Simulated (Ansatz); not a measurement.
# Te2Mo (P2_1/m) in Ansatz: band structure with m-r2SCAN

Aim: the band structure of Te2Mo with m-r2SCAN.

All numbers are computed with Ansatz 0.2.0; they aren't measurements. Logs are shortened: lines on timing, memory, paths and dates and some standing lists are left out, and cuts for length are marked.

## Step 1: The crystal as given

It takes space group P2_1/m (No. 11, monoclinic). The conventional cell has a = 6.330 Å, b = 3.469 Å, c = 13.860 Å, α = 90.00°, β = 93.92°, γ = 90.00°. Te (site symmetry m) has 3 Mo at 2.79 to 2.81 Å as nearest neighbours. Te (site symmetry m) is surrounded by 3 Mo at 2.70 Å. Te (site symmetry m) is surrounded by 3 Mo at 2.79 to 2.82 Å. Around Te (site symmetry m) lie 3 Mo at 2.70 to 2.71 Å. Around Mo (site symmetry m) lie 6 Te at 2.70 to 2.82 Å and 2 Mo at 2.89 Å. Around Mo (site symmetry m) lie 6 Te at 2.70 to 2.81 Å and 2 Mo at 2.90 Å.

## Step 2: Band structure, m-r2SCAN

File input.yaml:

```yaml
crystal:
  lattice:
    - [6.33, 0.0, 0.0]
    - [0.0, 3.469, 0.0]
    - [-0.9467947088, 0.0, 13.8276237937]
  atoms:
    - { symbol: Te, position: [0.9437, 0.75, 0.6045] }
    - { symbol: Te, position: [0.0563, 0.25, 0.3955] }
    - { symbol: Te, position: [0.903, 0.25, 0.8514] }
    - { symbol: Te, position: [0.097, 0.75, 0.1486] }
    - { symbol: Te, position: [0.4112, 0.75, 0.8955] }
    - { symbol: Te, position: [0.5888, 0.25, 0.1045] }
    - { symbol: Te, position: [0.4432, 0.25, 0.6484] }
    - { symbol: Te, position: [0.5568, 0.75, 0.3516] }
    - { symbol: Mo, position: [0.8167, 0.75, 0.9926] }
    - { symbol: Mo, position: [0.1833, 0.25, 0.0074] }
    - { symbol: Mo, position: [0.6819, 0.25, 0.4934] }
    - { symbol: Mo, position: [0.3181, 0.75, 0.5066] }
hamiltonian:
  xc: mr2scan
  pseudopotentials: { kind: paw }
kpoints:
  mp_grid: { grid: [4, 8, 2] }
  band_path:
    path:
      - [[0.0, 0.0, 0.0], [0.0, 0.0, 0.5], [-0.4866717952, 0.0, 0.5727927773], [-0.5, 0.0, 0.5], [-0.5, 0.5, 0.5], [-0.5133282048, 0.5, 0.4272072227], [-0.5, 0.5, 0.0], [-0.5, 0.0, 0.0], [-0.5133282048, 0.0, 0.4272072227]]
      - [[-0.4866717952, 0.5, 0.5727927773], [0.0, 0.5, 0.5], [0.0, 0.5, 0.0]]
      - [[0.0, 0.0, 0.5], [0.0, 0.5, 0.5]]
    npoints: 10
scf:
  occupations: { method: fermi_dirac, width: 0.05 }
  n_extra_bands: 30
output:
  forces: true
  stress: true
  eigenvalues: true
  fatbands: false
```

Potentials or basis: Ansatz PAW.

On the command line:

```console
> ansatz run input.yaml --threads 2 --pin off --max-ram 5120MiB --backend cpu --events-out ev --progress --plain --runs-dir out
```

What it wrote:

```text
Warning: RAYON_NUM_THREADS=2 ignored (pool sized by the plan → 2); use --threads N
scf.n_extra_bands = 30 over 92 filled bands (N_el = 184.0): the run solves 122 bands
Engine: ansatz 0.2.0, x86_64-unknown-linux-gnu
Pseudopotentials: kind: paw
Pseudopotential: Te, paw, valence charge 16, recommended cutoff 500 eV (meta_gga), Te.paw.azcp
Pseudopotential: Mo, paw, valence charge 14, recommended cutoff 500 eV (meta_gga), Mo.paw.azcp
Functional definition: m-r2SCAN
  exchange = m_r2scan_x
  correlation = m_r2scan_c
Crystal: 12 atoms, lattice volume = 303.638 Å³
Basis set: ecut = 500 eV, 7713 PW (Γ), exchange–correlation on 192×108×432 points (64 copies of the dense FFT grid, shifted against one another)
Bands: 122, of which v1, the nominal top of the filled ones, is band 92 counted from 1 (91 counted from 0)
Symmetry: 4 space group operations
Space group: P21/m (ITA 11), of the structure as read, at distance tolerance 6.7e-5 Å
k-points: 30 of 64
Non-local potential: Te, projectors of the file, l = 0: 2, l = 1: 2, l = 2: 2, l = 3: 2
Non-local potential: Mo, projectors of the file, l = 0: 3, l = 1: 2, l = 2: 2, l = 3: 1
PAW form: soft (Blöchl's): semilocal exchange-correlation on the pseudo side does not see the compensation charge
PAW frozen core: Te, regenerated for the run's functional (the file was generated under x = pbe(κ = 0.804, μ = 0.2195149727645171), c = pbe(β = 0.06672455060314922))
PAW frozen core: Mo, regenerated for the run's functional (the file was generated under x = pbe(κ = 0.804, μ = 0.2195149727645171), c = pbe(β = 0.06672455060314922))
PAW one-centre angular grid: Te, 590 points (default); XC on 160 Gauss nodes
PAW one-centre angular grid: Mo, 590 points (default); XC on 160 Gauss nodes
Initial density: superposition of atomic densities (neutral atoms: chi_scale 0, normalization atom), corrected by the library's trained network
Initial wavefunctions: pseudopotential atomic-orbital guess
Functional: x = mr2scan, c = mr2scan; τ floored in thin density (d = 2e-4 eV/Å³)
SCF iter   1: F=—  HF=-75832.222123 eV  |F-HF|=—  |Δ(HF+E_count)|=         —  Δρ=1.07e-2  dr2=8.26e-1  dr2_τ=1.12e-1  ethr=1.77e-3  ⟨swp⟩=6.0  Hψ=13992  notcnv=0  defer=268
preconditioner: auto → LDOS  [metal: Δε(μ)=0.018 eV  Ē_g=9.439 eV  σ=0.050 eV  W_gap=0.09  n_scr=82 (ndim 8)  ℏωp=18.1 eV  f_vac=0.028  D(μ)=3.19/eV (n_scr^D=14)  β→1.0]
SCF iter   2: F=—  HF=-75832.525222 eV  |F-HF|=—  |Δ(HF+E_count)|=   3.03e-1  Δρ=1.39e-2  dr2=2.03e0  dr2_τ=1.47e-1  ethr=4.49e-4  ⟨swp⟩=3.0  Hψ=5984  notcnv=0  defer=582  recentre
SCF iter   3: F=—  HF=-75832.308837 eV  |F-HF|=—  |Δ(HF+E_count)|=   2.16e-1  Δρ=4.07e-3  dr2=1.11e-1  dr2_τ=8.07e-4  ethr=4.49e-4  ⟨swp⟩=3.0  Hψ=4394  notcnv=0  defer=582
SCF iter   4: F=—  HF=-75832.307417 eV  |F-HF|=—  |Δ(HF+E_count)|=   1.42e-3  Δρ=4.61e-4  dr2=1.12e-3  dr2_τ=1.27e-4  ethr=6.01e-5  ⟨swp⟩=2.0  Hψ=4366  notcnv=0  defer=582
SCF iter   5: F=—  HF=-75832.307150 eV  |F-HF|=—  |Δ(HF+E_count)|=   2.67e-4  Δρ=1.23e-4  dr2=4.36e-5  dr2_τ=5.97e-6  ethr=6.08e-7  ⟨swp⟩=2.0  Hψ=5726  notcnv=0  defer=582
SCF iter   6: F=—  HF=-75832.307145 eV  |F-HF|=—  |Δ(HF+E_count)|=   5.26e-6  Δρ=4.38e-5  dr2=4.99e-6  dr2_τ=3.34e-7  ethr=2.37e-8  ⟨swp⟩=2.0  Hψ=5779  notcnv=0  defer=582
SCF iter   7: F=—  HF=-75832.307149 eV  |F-HF|=—  |Δ(HF+E_count)|=   4.71e-6  Δρ=1.86e-5  dr2=1.88e-6  dr2_τ=7.30e-8  ethr=2.71e-9  ⟨swp⟩=2.0  Hψ=5618  notcnv=0  defer=582
SCF iter   8: F=-75832.307149 eV  HF=-75832.307149 eV  |F-HF|=6.48e-9  |Δ(HF+E_count)|=   4.03e-9  Δρ=4.82e-6  dr2=7.17e-8  dr2_τ=5.10e-9  ethr=5.43e-11  ⟨swp⟩=11.6  Hψ=22012  notcnv=0
SCF 1 converged in 8 iterations: F = -75832.307149 eV  dr2 = 7.17e-8
NSCF: frozen V_eff on 113 k-points
SCF converged after 8 iterations
Free energy (F): -75832.307149 eV
Harris-Foulkes:  -75832.307149 eV  (|F-HF|=6.48e-9)
Internal energy: -75832.277165 eV  (E = F + TS)
E sigma→0 (E₀):  -75832.292157 eV
Entropy (-TS):   -0.029984 eV (-2.499 meV/atom)
Fermi energy:    12.407452 eV
--- Per-component energies (eV) ---
  E_band       = -2480.862510
  E_kinetic    = 3212.092817
  E_local      = -15180.925470  (includes V_loc(G=0)·N_el)
  E_nonlocal   = -1908.688034
  E_hartree    = 8455.288050
  E_xc         = -1638.441836
  E_vxc        = -1921.486074  (∫ρ·V_xc dr)
  E_paw        = -50363.915593  (= ΣΔE_a)
  E_vpaw       = -3714.311460  (= ΣTr[D̂ρ^β])
  E_aug_tail   = -0.000287  (compensation charges beyond the density's cutoff)
  E_vtau       = 121.878994  (kinetic-family band-sum trace: ∫τ·v_τ [+ j·A + Jᵃ·Aᵃ] dr)
  E_ewald      = -18409.080843
  E_core_change = 1.394029  (= ΣΔE_core)
  E_smearing   = -0.029984  (= −TS)
  E_closure    = -0.000000  (closes the sum)
  Σ components = -75832.307149   (vs F -75832.307149, Δ=0.00e0)
--- Forces (eV/Å), atoms counted from 1 ---
  atom   1  Te     0.04371499     0.00000000    -0.00716464
  atom   2  Te    -0.04371499     0.00000000     0.00716464
  atom   3  Te    -0.01946419     0.00000000     0.12386555
  atom   4  Te     0.01946419     0.00000000    -0.12386555
  atom   5  Te     0.00316575     0.00000000     0.04750576
  atom   6  Te    -0.00316575     0.00000000    -0.04750576
  atom   7  Te    -0.03257444     0.00000000    -0.15821417
  atom   8  Te     0.03257444     0.00000000     0.15821417
  atom   9  Mo     0.21058475     0.00000000     0.00607834
  atom  10  Mo    -0.21058475     0.00000000    -0.00607834
  atom  11  Mo    -0.30333427     0.00000000    -0.00597563
  atom  12  Mo     0.30333427     0.00000000     0.00597563
  max |Σ_I F_I| component: 5.55e-17 eV/Å
--- Stress (GPa, compression-positive) ---
        2.052998       0.000000       0.070439
        0.000000       2.401064       0.000000
        0.070438       0.000000       1.515749
  P = ⅓ Tr σ = 1.9899 GPa (19.899 kbar)
--- Band table (eV; the first three rows and the last of 30) ---
  k-point 0: bands = ["-50.6846", "-50.6537", "-50.6214", "-50.5891", "-25.5702", "-25.5592", "-25.5531", "-25.5516", "-25.5345", "-25.5225", "-25.5209", "-25.5146", "-25.5134", "-25.5133", "-25.5071", "-25.4886", "-25.4848", "-25.4814", "-25.4773", "-25.4766", "-25.4711", "-25.4526", "-25.4442", "-25.4401", "-25.4350", "-25.4298", "-25.4192", "-25.4165", "-25.3933", "-25.3884", "-25.3802", "-25.3782", "-25.3757", "-25.3662", "-25.3411", "-25.3372", "-25.3306", "-25.3236", "-25.3172", "-25.3135", "-25.2987", "-25.2879", "-25.2749", "-25.2709", "-24.2036", "-24.1746", "-24.0945", "-24.0875", "-24.0645", "-24.0561", "-23.9298", "-23.9147", "-23.8961", "-23.8815", "-23.7585", "-23.7253", "-1.3465", "-1.0153", "-0.3699", "0.1721", "0.6293", "0.8387", "0.8398", "1.0997", "6.1959", "6.3571", "6.5082", "7.0882", "7.5394", "7.6932", "7.9687", "8.1338", "8.7265", "9.6383", "9.6981", "9.7335", "9.7441", "9.7539", "9.9381", "10.3708", "10.4763", "10.5294", "10.9223", "11.0319", "11.3721", "11.5986", "11.7147", "11.8810", "11.9440", "12.2423", "12.4670", "12.4777", "12.9129", "13.1639", "13.2878", "13.3888", "13.6140", "14.3376", "14.4857", "14.5652", "14.7228", "15.2874", "15.5184", "15.5853", "15.6965", "15.8796", "15.9904", "16.1643", "17.3008", "17.4415", "17.9446", "18.3256", "18.7028", "18.8633", "19.2534", "19.6642", "20.0635", "20.3915", "20.6139", "20.6143", "21.1310", "21.2993"]
  k-point 1: bands = ["-50.6845", "-50.6537", "-50.6214", "-50.5891", "-25.5702", "-25.5592", "-25.5531", "-25.5516", "-25.5345", "-25.5225", "-25.5209", "-25.5146", "-25.5134", "-25.5134", "-25.5071", "-25.4886", "-25.4848", "-25.4814", "-25.4773", "-25.4766", "-25.4711", "-25.4526", "-25.4442", "-25.4401", "-25.4350", "-25.4298", "-25.4192", "-25.4165", "-25.3933", "-25.3884", "-25.3802", "-25.3782", "-25.3757", "-25.3662", "-25.3411", "-25.3372", "-25.3306", "-25.3236", "-25.3172", "-25.3135", "-25.2987", "-25.2879", "-25.2749", "-25.2709", "-24.2036", "-24.1746", "-24.0945", "-24.0875", "-24.0645", "-24.0561", "-23.9298", "-23.9147", "-23.8961", "-23.8815", "-23.7585", "-23.7253", "-1.2365", "-1.1972", "-0.0777", "-0.0474", "0.6534", "0.6689", "1.0296", "1.0511", "6.2992", "6.3519", "6.7952", "6.8330", "7.2547", "7.3894", "8.1113", "8.3339", "9.2209", "9.3759", "9.6714", "9.6941", "9.7045", "9.7399", "10.1238", "10.1656", "10.4618", "10.6133", "10.8668", "10.9514", "11.5360", "11.5743", "11.6372", "11.6939", "12.3191", "12.3417", "12.3458", "12.3485", "12.9285", "13.0521", "13.3058", "13.3742", "13.9847", "14.2048", "14.5781", "14.5965", "14.6282", "14.6990", "15.7900", "15.7916", "15.8447", "15.8716", "15.9045", "15.9112", "17.4482", "17.6925", "17.9129", "18.1662", "18.6200", "18.6959", "19.4027", "19.4791", "20.1544", "20.2025", "20.9164", "20.9273", "21.3584", "21.4611"]
  k-point 2: bands = ["-50.6812", "-50.6503", "-50.6229", "-50.5906", "-25.5680", "-25.5569", "-25.5538", "-25.5513", "-25.5320", "-25.5220", "-25.5193", "-25.5163", "-25.5152", "-25.5134", "-25.5060", "-25.4890", "-25.4860", "-25.4821", "-25.4784", "-25.4781", "-25.4699", "-25.4529", "-25.4449", "-25.4408", "-25.4314", "-25.4263", "-25.4212", "-25.4185", "-25.3897", "-25.3850", "-25.3809", "-25.3801", "-25.3777", "-25.3682", "-25.3410", "-25.3379", "-25.3309", "-25.3256", "-25.3168", "-25.3130", "-25.2986", "-25.2882", "-25.2744", "-25.2704", "-24.1979", "-24.1691", "-24.1167", "-24.0867", "-24.0762", "-24.0448", "-23.9528", "-23.9193", "-23.9015", "-23.8679", "-23.7596", "-23.7263", "-1.1597", "-0.8298", "-0.2435", "0.2811", "0.7221", "0.9163", "0.9629", "1.2120", "6.3846", "6.5514", "6.6842", "7.1951", "7.5806", "7.8944", "8.0704", "8.1111", "8.6375", "9.2536", "9.3077", "9.4351", "9.5948", "9.8512", "9.9508", "10.0341", "10.4237", "10.5026", "10.5288", "10.9302", "11.1293", "11.3554", "11.3978", "11.4458", "11.7653", "12.1311", "12.1475", "12.2760", "12.4129", "12.6256", "13.6271", "13.7626", "13.8269", "14.2265", "14.3845", "14.4272", "14.6466", "14.6845", "14.8499", "15.0364", "15.2873", "15.7414", "15.7791", "15.9322", "17.5484", "17.6208", "18.5530", "18.8978", "19.6192", "19.7140", "19.9419", "20.2990", "20.5884", "20.7293", "20.9924", "20.9946", "21.2030", "21.3291"]
  k-point 29: bands = ["-50.6467", "-50.6467", "-50.6150", "-50.6150", "-25.5714", "-25.5714", "-25.5341", "-25.5341", "-25.5332", "-25.5332", "-25.5278", "-25.5278", "-25.4985", "-25.4985", "-25.4961", "-25.4961", "-25.4914", "-25.4914", "-25.4818", "-25.4818", "-25.4599", "-25.4599", "-25.4447", "-25.4447", "-25.4302", "-25.4302", "-25.4054", "-25.4054", "-25.3894", "-25.3894", "-25.3818", "-25.3818", "-25.3639", "-25.3639", "-25.3390", "-25.3390", "-25.3357", "-25.3357", "-25.3124", "-25.3124", "-25.2930", "-25.2930", "-25.2700", "-25.2700", "-24.2330", "-24.2330", "-24.2038", "-24.2038", "-23.9985", "-23.9985", "-23.9660", "-23.9660", "-23.8200", "-23.8200", "-23.7864", "-23.7864", "0.9105", "0.9105", "1.0164", "1.0164", "1.3182", "1.3182", "1.3880", "1.3880", "6.1524", "6.1524", "6.2301", "6.2301", "7.2110", "7.2110", "7.3324", "7.3324", "8.5296", "8.5296", "8.7775", "8.7775", "9.5535", "9.5535", "9.6315", "9.6315", "9.8963", "9.8963", "9.9669", "9.9669", "10.3790", "10.3790", "10.4715", "10.4715", "11.2503", "11.2503", "11.3387", "11.3387", "13.5761", "13.5761", "13.5942", "13.5942", "14.1684", "14.1684", "14.2695", "14.2695", "14.7536", "14.7536", "14.8940", "14.8940", "15.8630", "15.8630", "15.9997", "15.9997", "17.2836", "17.2836", "17.4863", "17.4863", "17.8893", "17.8893", "18.1347", "18.1347", "18.9209", "18.9209", "19.1782", "19.1782", "19.9344", "19.9344"]
```

Run time: 4.5 min. Hardware: 2 threads of Intel Xeon at 2.50GHz (Skylake/Cascade Lake), shared host; peak memory 2.9 GiB.

What came out:

```
Free energy            : -75832.3071 eV
Pressure               : 2.0 GPa
Largest force          : 0.303 eV/Å
Band gap on the k mesh : none (metal or under the smearing width)
```

Forces on the atoms (eV/Å):
```
Te   0.044  0.000 -0.007
Te  -0.044  0.000  0.007
Te  -0.019  0.000  0.124
Te   0.019  0.000 -0.124
Te   0.003  0.000  0.048
Te  -0.003  0.000 -0.048
Te  -0.033  0.000 -0.158
Te   0.033  0.000  0.158
Mo   0.211  0.000  0.006
Mo  -0.211  0.000 -0.006
Mo  -0.303  0.000 -0.006
Mo   0.303  0.000  0.006
```

Levels at the corners of the path, in eV from the Fermi level:
| point | band 89 | band 90 | band 91 | band 92 | band 93 | band 94 | band 95 | band 96 |
| --- | --- | --- | --- | --- | --- | --- | --- | --- |
| Γ | -0.46 | -0.17 | 0.06 | 0.07 | 0.51 | 0.76 | 0.88 | 0.98 |
| Y | -0.09 | -0.07 | -0.06 | -0.06 | 0.52 | 0.64 | 0.90 | 0.97 |
| H | -0.96 | -0.91 | -0.71 | -0.45 | 0.04 | 0.10 | 0.86 | 0.95 |
| C | -0.96 | -0.91 | -0.70 | -0.45 | 0.05 | 0.10 | 0.86 | 0.95 |
| E | -1.16 | -1.16 | -1.07 | -1.07 | 1.17 | 1.17 | 1.19 | 1.19 |
| M1 | -1.16 | -1.16 | -1.07 | -1.07 | 1.17 | 1.17 | 1.19 | 1.19 |
| A | -1.16 | -1.16 | -1.07 | -1.07 | 1.15 | 1.15 | 1.22 | 1.22 |
| X | -0.96 | -0.92 | -0.70 | -0.60 | 0.00 | 0.07 | 0.90 | 0.92 |
| H1 | -0.96 | -0.91 | -0.71 | -0.45 | 0.04 | 0.10 | 0.86 | 0.95 |
| M | -1.16 | -1.16 | -1.07 | -1.07 | 1.17 | 1.17 | 1.19 | 1.19 |
| D | -1.68 | -1.68 | -1.59 | -1.59 | 1.12 | 1.12 | 1.30 | 1.30 |
| Z | -1.63 | -1.63 | -1.58 | -1.58 | 1.14 | 1.14 | 1.31 | 1.31 |
| Y | -0.09 | -0.07 | -0.06 | -0.06 | 0.52 | 0.64 | 0.90 | 0.97 |
| D | -1.68 | -1.68 | -1.59 | -1.59 | 1.12 | 1.12 | 1.30 | 1.30 |

Caveat: spin-orbit coupling is left out, which moves the levels of the heavy elements; the PAW data sets come from PBE, with cores solved anew for the run's functional, which leaves a small shift of forces and pressure.
